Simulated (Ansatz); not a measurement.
Trial structures of C: starts and ends

All numbers below come from DFT PBE, scalar-relativistic, plane waves, PAW in Ansatz. Settings: cutoff 420 eV, Γ-centred meshes spaced at most about 0.3 Å⁻¹, and about 0.25 Å⁻¹ or finer for metals (2π included), Gaussian smearing. No spin polarisation in the final relaxations.

Each guess was relaxed in cell and atoms at zero pressure, within the symmetry of its start. All energies are static (0 K, no zero-point motion). Coordination counts all near atoms (those within 1.25 times the shortest such distance or 1.15 times the sum of covalent radii; a plus sign parts nearer from farther groups; a slash parts the counts of unlike sites).

```csv
guess,made from,start group,V start (Å³/atom),end group,V end (Å³/atom),coordination at the end,gap on mesh (eV),E over the lowest end (meV/atom)
1,4-connected net of one element,Imma,6.0,Imma,6.6,C 4,2.72,362
2,4-connected net of one element,R-3m,5.4,?,?,?,?,?
3,"3-, 4-connected net of one element",Cmmm,5.7,Cmmm,6.6,C 1+2/2+2,0,300
4,4-connected net of one element,Cmcm,6.3,Cmcm,6.6,C 4,3.03,411
5,4-connected net of one element,Cmcm,5.8,Cmcm,6.2,C 4,3.40,222
6,"3-, 4-connected net of one element",Cmce,5.3,Fd-3m (diamond),5.7,C 4,4.15,0
7,4-connected net of one element,I4/mcm,6.0,I4/mcm,6.4,C 4,3.07,303
```

Guess 2 as it starts:

```cif
data_structure
_symmetry_space_group_name_H-M 'R-3m:H'
_symmetry_Int_Tables_number 166
_cell_length_a 2.4796
_cell_length_b 2.4796
_cell_length_c 18.2775
_cell_angle_alpha 90.000
_cell_angle_beta 90.000
_cell_angle_gamma 120.000
_cell_volume 97.32
loop_
_atom_site_label
_atom_site_type_symbol
_atom_site_symmetry_multiplicity
_atom_site_Wyckoff_symbol
_atom_site_fract_x
_atom_site_fract_y
_atom_site_fract_z
_atom_site_occupancy
C1 C 6 c 0.33333 0.66667 0.90273 1
C2 C 6 c 0.66667 0.33333 0.79170 1
C3 C 6 c 0.00000 0.00000 0.68071 1
```

Question: Fill in the missing row: what does this guess relax into, and where does it rank?

Answer: It ends in space group R-3m (No. 166), with a = 2.516 Å, c = 18.728 Å, 5.7 Å³/atom and a gap of 4.49 eV; its coordination is C 4. It lies 14 meV/atom over the lowest end, above guess 6 and below guess 5. Counting all near atoms, this end and the lowest (guess 6) both have C 4.

```cif
data_structure
_symmetry_space_group_name_H-M 'R-3m:H'
_symmetry_Int_Tables_number 166
_cell_length_a 2.5158
_cell_length_b 2.5158
_cell_length_c 18.7275
_cell_angle_alpha 90.000
_cell_angle_beta 90.000
_cell_angle_gamma 120.000
_cell_volume 102.65
loop_
_atom_site_label
_atom_site_type_symbol
_atom_site_symmetry_multiplicity
_atom_site_Wyckoff_symbol
_atom_site_fract_x
_atom_site_fract_y
_atom_site_fract_z
_atom_site_occupancy
C1 C 6 c 0.33333 0.66667 0.90233 1
C2 C 6 c 0.66667 0.33333 0.79211 1
C3 C 6 c 0.00000 0.00000 0.68064 1
```

The k mesh leaves some 4 meV/atom of noise in the energy of each metallic cell. Kohn–Sham gaps at this level usually fall short of measured ones. Cells relaxed within their symmetry can be saddle points. The part of the Crystallography Open Database at hand lists C in space groups No. 58, 69, 71, 141, 166 and others; sharing a group (Fd-3m and R-3m) doesn't make a cell the listed structure. Some types were kept out of the candidates beforehand, so the set may lack a known form.
